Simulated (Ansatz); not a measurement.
# Ti: the cost of one run

Method: DFT PBE, scalar-relativistic, plane waves, PAW, in Ansatz 0.2.0.

1 further run of the same task is left out (set aside as unsound or not needed).

### Step 1. The structure to begin with

The structure is hexagonal, space group P6/mmm (No. 191). The conventional cell has a = 4.580 Å, b = 4.580 Å, c = 2.832 Å, α = 90.00°, β = 90.00°, γ = 120.00°. Ti (site symmetry 6/mmm) has 14 Ti at 2.83 to 3.00 Å as nearest neighbours. Ti (site symmetry -6m2) has 11 Ti at 2.64 to 3.00 Å as nearest neighbours.

Structure file:

```cif
data_structure
_symmetry_space_group_name_H-M 'P 1'
_symmetry_Int_Tables_number 1
_cell_length_a 4.5795
_cell_length_b 4.5795
_cell_length_c 2.8322
_cell_angle_alpha 90.000
_cell_angle_beta 90.000
_cell_angle_gamma 120.000
_cell_volume 51.44
loop_
_atom_site_label
_atom_site_type_symbol
_atom_site_fract_x
_atom_site_fract_y
_atom_site_fract_z
_atom_site_occupancy
Ti1 Ti 0.00000 0.00000 0.00000 1
Ti2 Ti 0.33333 0.66667 0.50000 1
Ti3 Ti 0.66667 0.33333 0.50000 1
```

It goes back to an entry of the Materials Project, which need not be the stable form.

It is the result of an earlier relaxation at this level (volume 17.15 Å³/atom; gap on the mesh: none (metal)).

The bulk reference comes from a run made before at the same settings: -2499.6729 eV/atom.

### Step 2. The (100) slab

Planes are indexed in the bulk's conventional cell (P6/mmm (No. 191)), a = 4.580 Å, b = 4.580 Å, c = 2.832 Å, α = 90.00°, β = 90.00°, γ = 120.00°.

The slab is a (100) slab, 11.9 Å thick as cut, with 15 Å of vacuum; its outer planes are Ti (top) and Ti (bottom).

The slab as cut. Its planes from the bottom up:

```csv
plane,atoms per cell,height over the lowest (Å)
1,Ti,0.00
2,Ti,1.32
3,Ti,2.64
4,Ti,3.97
5,Ti,5.29
6,Ti,6.61
7,Ti,7.93
8,Ti,9.25
9,Ti,10.58
10,Ti,11.90
```

### Step 3. Single point on the unrelaxed (100) slab

A dipole layer in the vacuum cancels the field that periodic copies would set up if the slab's two faces differ.

Input file input.yaml:

```yaml
crystal:
  lattice:
    - [2.8321726469, 0.0, 0.0]
    - [0.0, 4.5795363014, 0.0]
    - [0.0, 0.0, 26.8979843237]
  atoms:
    - { symbol: Ti, position: [0.5, 0.0, 0.2788313024] }
    - { symbol: Ti, position: [0.0, 0.5, 0.3279799018] }
    - { symbol: Ti, position: [0.5, 0.0, 0.3771285013] }
    - { symbol: Ti, position: [0.5, 0.5, 0.4262771008] }
    - { symbol: Ti, position: [0.0, 0.0, 0.4754257003] }
    - { symbol: Ti, position: [0.5, 0.5, 0.5245742997] }
    - { symbol: Ti, position: [0.5, 0.0, 0.5737228992] }
    - { symbol: Ti, position: [0.0, 0.5, 0.6228714987] }
    - { symbol: Ti, position: [0.5, 0.0, 0.6720200982] }
    - { symbol: Ti, position: [0.5, 0.5, 0.7211686976] }
basis:
  ecutwfc: 420
kpoints:
  mp_grid: { grid: [12, 8, 1] }
hamiltonian:
  xc: pbe
scf:
  occupations: { method: gaussian, width: 0.1 }
output:
  forces: true
  stress: true
  eigenvalues: true
efield:
  axis: 3
  dipole_correction: true
  ramp_width: 0.04
```

On the command line:

```sh
ansatz run input.yaml --threads 1 --pin off --max-ram 2560MiB --backend cpu --events-out ev --progress --plain --runs-dir out
```

Q: Estimate wall time and peak memory on 1 thread of Intel Xeon at 2.50GHz (Skylake/Cascade Lake), shared host.

About 3 min, with a peak of 0.87 GiB.
